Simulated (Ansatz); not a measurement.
# Ti in Ansatz: reference runs

Reference runs on Ti: the cell as given.

Everything below comes from runs of Ansatz 0.2.0. Logs are shortened: lines on timing, memory, paths and dates and some standing lists are left out, and cuts for length are marked.

## Step 1: The cell of the first run

The cell holds a slab with vacuum, 7 atoms: a = 3.282 Å, b = 3.282 Å, c = 24.846 Å, α = 90.00°, β = 90.00°, γ = 90.00°.

## Step 2: Single point, PBE (the (1 0 0) slab of Ti, cut from the database cell, not relaxed)

The input, input.yaml:

```yaml
crystal:
  lattice:
    - [3.282, 0.0, 0.0]
    - [0.0, 3.282, 0.0]
    - [0.0, 0.0, 24.846]
  atoms:
    - { symbol: Ti, position: [0.5, 0.5, 0.3018594542] }
    - { symbol: Ti, position: [0.0, 0.0, 0.3679063028] }
    - { symbol: Ti, position: [0.5, 0.5, 0.4339531514] }
    - { symbol: Ti, position: [0.0, 0.0, 0.5] }
    - { symbol: Ti, position: [0.5, 0.5, 0.5660468486] }
    - { symbol: Ti, position: [0.0, 0.0, 0.6320936972] }
    - { symbol: Ti, position: [0.5, 0.5, 0.6981405458] }
hamiltonian:
  xc: pbe
  pseudopotentials: { kind: paw }
kpoints:
  mp_grid: { grid: [8, 8, 1] }
scf:
  occupations: { method: fermi_dirac, width: 0.05 }
output:
  forces: true
  eigenvalues: true
  write_density: true
  write_potential: true
  elf: true
  volumetric_format: npy
efield:
  axis: 3
  dipole_correction: true
  ramp_width: 0.04
```

Potentials or basis: Ansatz PAW.

On the command line:

```
$ ansatz run input.yaml --threads 4 --pin off --max-ram 11264MiB --backend cpu --events-out ev --progress --plain --runs-dir out
```

The program printed:

```text
Warning: RAYON_NUM_THREADS=4 ignored (pool sized by the plan → 4); use --threads N
Engine: ansatz 0.2.0, aarch64-unknown-linux-gnu
Pseudopotentials: kind: paw
Pseudopotential: Ti, paw, valence charge 12, recommended cutoff 420 eV (normal), Ti.paw.azcp
Functional definition: PBE
  parameter kappa = 0.804
  parameter beta = 0.06672455060314922
  exchange = pbe_x(kappa = kappa, mu = beta*pi^2/3)
  correlation = pbe_c(beta = beta)
Crystal: 7 atoms, lattice volume = 267.629 Å³
Basis set: ecut = 420 eV, 5299 PW (Γ), exchange–correlation on 48×48×360 points (8 copies of the dense FFT grid, shifted against one another)
Bands: 51, of which v1, the nominal top of the filled ones, is band 42 counted from 1 (41 counted from 0)
Symmetry: 8 space group operations
k-points: 15 of 64
Non-local potential: Ti, projectors of the file, l = 0: 3, l = 1: 2, l = 2: 3, l = 3: 1
PAW form: soft (Blöchl's): semilocal exchange-correlation on the pseudo side does not see the compensation charge
PAW one-centre angular grid: Ti, 590 points (default); XC on 64 Gauss nodes
Initial density: superposition of atomic densities (neutral atoms: chi_scale 0, normalization atom), corrected by the library's trained network
Initial wavefunctions: pseudopotential atomic-orbital guess
Functional: x = pbe(κ = 0.804, μ = 0.2195149727645171), c = pbe(β = 0.06672455060314922)
SCF iter   1: F=—  HF=-17494.807439 eV  |F-HF|=—  |Δ(HF+E_count)|=         —  Δρ=1.51e-2  dr2=7.99e0  ethr=1.77e-3  p=0.000 e·Å  D=4.42e-14 V/Å  ΔV_dip=-0.00 eV  dr2_dipole=4.71e-8  V_vac-E_F(+/−)=3.47/3.47 eV  ⟨swp⟩=10.0  Hψ=3511  notcnv=0
efield: sawtooth ramp at fractional position 0.9800 (placed from the atoms, in the widest stretch of the axis that holds none; the zero of the levels goes with the place), width 0.0400; the density the first Hamiltonian is built on has a dipole p = 0.000 e·Å; the dipole correction subtracts the counter field D = 4.42e-14 V/Å, which shifts the + side's vacuum level by -0.00 eV against the − side's; the planar-averaged density in the ramp window peaks in size at 9.8e-5 e/Å³
preconditioner: auto → LDOS  [metal: Δε(μ)=0.011 eV  Ē_g=2.040 eV  σ=0.050 eV  W_gap=0.06  n_scr=52 (ndim 8)  ℏωp=12.0 eV  f_vac=0.461  D(μ)=16.89/eV (n_scr^D=178)  β→1.0]
SCF iter   2: F=—  HF=-17494.693169 eV  |F-HF|=—  |Δ(HF+E_count)|=   1.14e-1  Δρ=2.79e-3  dr2=5.93e-2  ethr=1.77e-3  p=0.000 e·Å  D=4.42e-5 V/Å  ΔV_dip=-0.00 eV  dr2_dipole=6.75e-7  V_vac-E_F(+/−)=3.21/3.21 eV  ⟨swp⟩=2.5  Hψ=959  notcnv=0
SCF iter   3: F=—  HF=-17494.693637 eV  |F-HF|=—  |Δ(HF+E_count)|=   4.68e-4  Δρ=1.34e-3  dr2=1.91e-2  ethr=7.06e-5  p=0.000 e·Å  D=2.88e-5 V/Å  ΔV_dip=-0.00 eV  dr2_dipole=4.84e-8  V_vac-E_F(+/−)=3.24/3.24 eV  ⟨swp⟩=2.2  Hψ=1105  notcnv=0
SCF iter   4: F=—  HF=-17494.693057 eV  |F-HF|=—  |Δ(HF+E_count)|=   5.80e-4  Δρ=3.14e-4  dr2=5.90e-4  ethr=2.27e-5  p=0.000 e·Å  D=1.87e-5 V/Å  ΔV_dip=-0.00 eV  dr2_dipole=2.62e-8  V_vac-E_F(+/−)=3.23/3.23 eV  ⟨swp⟩=1.7  Hψ=798  notcnv=0
SCF iter   5: F=—  HF=-17494.693083 eV  |F-HF|=—  |Δ(HF+E_count)|=   2.62e-5  Δρ=1.17e-4  dr2=9.40e-5  ethr=7.02e-7  p=0.000 e·Å  D=1.09e-5 V/Å  ΔV_dip=-0.00 eV  dr2_dipole=1.36e-9  V_vac-E_F(+/−)=3.23/3.23 eV  ⟨swp⟩=2.1  Hψ=959  notcnv=0
SCF iter   6: F=—  HF=-17494.692859 eV  |F-HF|=—  |Δ(HF+E_count)|=   2.24e-4  Δρ=5.33e-5  dr2=2.40e-5  ethr=1.12e-7  p=0.000 e·Å  D=4.64e-6 V/Å  ΔV_dip=-0.00 eV  dr2_dipole=1.04e-11  V_vac-E_F(+/−)=3.24/3.24 eV  ⟨swp⟩=2.0  Hψ=934  notcnv=0
SCF iter   7: F=—  HF=-17494.692860 eV  |F-HF|=—  |Δ(HF+E_count)|=   6.26e-7  Δρ=1.78e-5  dr2=2.19e-6  ethr=2.85e-8  p=0.000 e·Å  D=2.28e-6 V/Å  ΔV_dip=-0.00 eV  dr2_dipole=2.52e-12  V_vac-E_F(+/−)=3.24/3.24 eV  ⟨swp⟩=1.3  Hψ=780  notcnv=0
SCF iter   8: F=-17494.692860 eV  HF=-17494.692860 eV  |F-HF|=5.35e-8  |Δ(HF+E_count)|=   2.90e-7  Δρ=3.22e-6  dr2=4.47e-8  ethr=1.19e-10  p=0.000 e·Å  D=8.02e-7 V/Å  ΔV_dip=-0.00 eV  dr2_dipole=1.28e-11  V_vac-E_F(+/−)=3.24/3.24 eV  ⟨swp⟩=14.4  Hψ=6302  notcnv=0
the search or the solves at the SCF's close seem to have found levels that the self-consistency loop had missed (the run counts 1). By its estimate they hold under 1e-12 electrons; where the run keeps them, the occupations were computed again with them
SCF 1 converged in 8 iterations: F = -17494.692860 eV  dr2 = 4.47e-8
WARN: The output density's exchange-correlation potential varies sharply where the density is thin. Do not read a vacuum level from v_tot or v_xc, or from such a field of the output density. On a cell that repeats whose density bears no net charge and no dipole along the vacuum's axis use v_es (v_loc + v_h of the components); under efield.dipole_correction with no amplitude use v_es + v_field, which holds any external_charges[].barrier, or the levels of the report's work_function block, which leave it out; under a non-zero efield.amplitude the vacuum is tilted and has no level; on a cell that repeats and bears such a dipole with no correction it is tilted too, and efield.dipole_correction with no amplitude gives each side of its ramp a level where efield: is served; in a cell that repeats whose density bears a net charge (total_charge, or a fill off its count) it is curved and has none; of a slab under crystal.periodic whose density bears no net charge use v_es, which has a level on each side, short of where the two are joined; of another it falls or rises all the way out and has none; of a slab beside external_charges read slab_vacuum_level instead, which it has where they leave it neutral. The grid or the basis barely resolves most such structure, and the values can differ between equally converged runs; as a rule a tighter scf.convergence.dr2_threshold does not remove it. Where the density itself ripples (under the LDA too) a higher basis.ecutwfc lessens it. The files hold the spikes' plane waves up to the density's cutoff. Files: v_tot_of_output_density and the like, and their columns of v_z.tsv (output.write_potential); v_xc_of_output_density and the like, and their columns of v_comp_z.tsv (output.write_potential_components). Measured: with its Gaussian average of σ = 0.25 Å subtracted twice, the exchange-correlation potential is over 0.1 eV at 1400 of the grid points where the equally averaged density (valence and model cores) is under 1e-3 e/Å³, and 1.02 eV at the most among them, at an averaged density of 1.4e-7 e/Å³. The input density's (outcome.potential() and, of a run that writes arrays, v_tot and v_xc) is over 0.1 eV, so measured, at 214 points of its own thin density, 0.169 eV at the most. See output.write_potential in the manual, Limitations
SCF converged after 8 iterations
Free energy (F): -17494.692860 eV
Harris-Foulkes:  -17494.692860 eV  (|F-HF|=5.35e-8)
Internal energy: -17494.552212 eV  (E = F + TS)
E sigma→0 (E₀):  -17494.622536 eV
Entropy (-TS):   -0.140648 eV (-20.093 meV/atom)
Fermi energy:    4.320043 eV
Dipole field:    D = -0.000003 V/Å  (p = -0.000005 e·Å, saw-weighted, corrected)
Work function:   Φ+ = 3.2396 eV   Φ− = 3.2396 eV
Levels:          The Fermi level and band energies are counted from a zero that moves with the ramp; work functions are not
--- Per-component energies (eV) ---
  E_band       = -1846.284517
  E_kinetic    = 1896.435864
  E_local      = -77379.607203  (includes V_loc(G=0)·N_el)
  E_nonlocal   = 60.634989
  E_hartree    = 37809.470420
  E_xc         = -676.202763
  E_vxc        = -845.335191  (∫ρ·V_xc dr)
  E_paw        = -7333.867521  (= ΣΔE_a)
  E_vpaw       = -1197.373494  (= ΣTr[D̂ρ^β])
  E_aug_tail   = 0.000874  (compensation charges beyond the density's cutoff)
  E_efield     = 0.000000  (sawtooth field / dipole correction)
  E_vefield    = 0.000000  (∫n·V_field dr)
  E_ewald      = 28128.583129
  E_smearing   = -0.140648  (= −TS)
  E_closure    = 0.000000  (closes the sum)
  Σ components = -17494.692860   (vs F -17494.692860, Δ=0.00e0)
--- Forces (eV/Å), atoms counted from 1 ---
  atom   1  Ti     0.00000000     0.00000000     0.61347705
  atom   2  Ti    -0.00000000     0.00000000    -0.37598189
  atom   3  Ti     0.00000000     0.00000000    -0.03386765
  atom   4  Ti     0.00000000     0.00000000     0.00000143
  atom   5  Ti    -0.00000000     0.00000000     0.03386936
  atom   6  Ti     0.00000000     0.00000000     0.37598076
  atom   7  Ti    -0.00000000     0.00000000    -0.61347980
  max |Σ_I F_I| component: 7.41e-7 eV/Å
--- Band table (eV; the first three rows and the last of 15) ---
  k-point 0: bands = ["-52.7402", "-52.7402", "-52.1841", "-52.1456", "-52.0878", "-52.0415", "-52.0022", "-29.1060", "-29.1060", "-28.9072", "-28.9072", "-28.9072", "-28.9072", "-28.5359", "-28.5084", "-28.4869", "-28.4869", "-28.4026", "-28.3980", "-28.3980", "-28.2867", "-28.2867", "-28.2776", "-28.1824", "-28.1824", "-28.1507", "-28.1089", "-28.1089", "-1.2892", "-0.5616", "0.4342", "1.5186", "2.3511", "2.4002", "2.4260", "2.5827", "2.8166", "3.4235", "4.2487", "4.5261", "4.5399", "5.1935", "5.1935", "5.2052", "5.2203", "5.2203", "5.2943", "5.2943", "5.3787", "5.5467", "5.5467"]
  k-point 1: bands = ["-52.7383", "-52.7383", "-52.1761", "-52.1406", "-52.0868", "-52.0443", "-52.0078", "-29.1072", "-29.1071", "-28.9266", "-28.9265", "-28.9031", "-28.9030", "-28.5547", "-28.5426", "-28.4720", "-28.4657", "-28.4619", "-28.3900", "-28.3414", "-28.3384", "-28.2871", "-28.2305", "-28.2122", "-28.1905", "-28.1293", "-28.1229", "-28.1225", "-1.0337", "-0.3242", "0.6394", "1.6754", "2.4678", "2.5356", "2.5456", "2.7050", "2.9155", "3.4639", "4.1631", "4.5184", "4.5539", "4.8768", "4.9367", "4.9760", "5.1290", "5.1825", "5.2105", "5.3077", "5.3162", "5.4816", "5.5695"]
  k-point 2: bands = ["-52.7337", "-52.7337", "-52.1537", "-52.1269", "-52.0845", "-52.0530", "-52.0243", "-29.1110", "-29.1110", "-28.9715", "-28.9713", "-28.8930", "-28.8930", "-28.6087", "-28.5932", "-28.4887", "-28.4828", "-28.4298", "-28.3671", "-28.3501", "-28.3329", "-28.2879", "-28.2243", "-28.2149", "-28.2137", "-28.1618", "-28.1333", "-28.1198", "-0.3105", "0.3340", "1.1707", "1.9984", "2.5770", "2.7436", "2.8155", "2.9328", "3.2829", "3.7590", "4.1782", "4.3959", "4.5159", "4.5382", "4.5484", "4.8004", "4.8221", "4.8751", "5.1034", "5.3068", "5.3719", "5.6072", "5.6208"]
  k-point 14: bands = ["-52.7185", "-52.7185", "-52.0808", "-52.0801", "-52.0785", "-52.0738", "-52.0633", "-29.0717", "-29.0717", "-29.0244", "-29.0244", "-29.0239", "-29.0239", "-28.6658", "-28.6658", "-28.5340", "-28.5340", "-28.3994", "-28.3918", "-28.3746", "-28.3746", "-28.3600", "-28.3429", "-28.3099", "-28.2271", "-28.2271", "-28.1235", "-28.1235", "2.1378", "2.1676", "2.6978", "2.7537", "3.3617", "3.3642", "3.6570", "3.6570", "3.6755", "3.7338", "3.7338", "3.7904", "3.7904", "3.8804", "3.8804", "4.2012", "4.2012", "4.8461", "4.8461", "6.2093", "6.2196", "6.2753", "6.2753"]
```

It took 6.3 s on 4 threads of Arm Neoverse V2, shared host; peak memory 0.66 GiB.

What came out:

```yaml
Free_energy: -17494.6929 eV
Largest_force: 0.613 eV/Å
Band_gap_on_the_k_mesh: none (metal or under the smearing width)
Work_function_of_the_upper_face: 3.24 eV
Work_function_of_the_lower_face: 3.24 eV
Dipole_across_the_slab: 0.000 e·Å
```

Forces in eV/Å, atoms in the order of the input:
```
Ti   0.000  0.000  0.613
Ti   0.000  0.000 -0.376
Ti   0.000  0.000 -0.034
Ti   0.000  0.000  0.000
Ti   0.000  0.000  0.034
Ti   0.000  0.000  0.376
Ti   0.000  0.000 -0.613
```

Levels at points of the mesh, in eV from the Fermi level:
| k point | band 39 | band 40 | band 41 | band 42 | band 43 | band 44 |
| --- | --- | --- | --- | --- | --- | --- |
| (0.00, 0.00, 0.00) | -0.07 | 0.21 | 0.22 | 0.87 | 0.87 | 0.89 |
| (0.00, -0.50, 0.00) | -0.22 | -0.03 | 0.03 | 0.10 | 0.18 | 0.31 |
| (-0.50, -0.50, 0.00) | -0.59 | -0.53 | -0.53 | -0.44 | -0.44 | -0.12 |
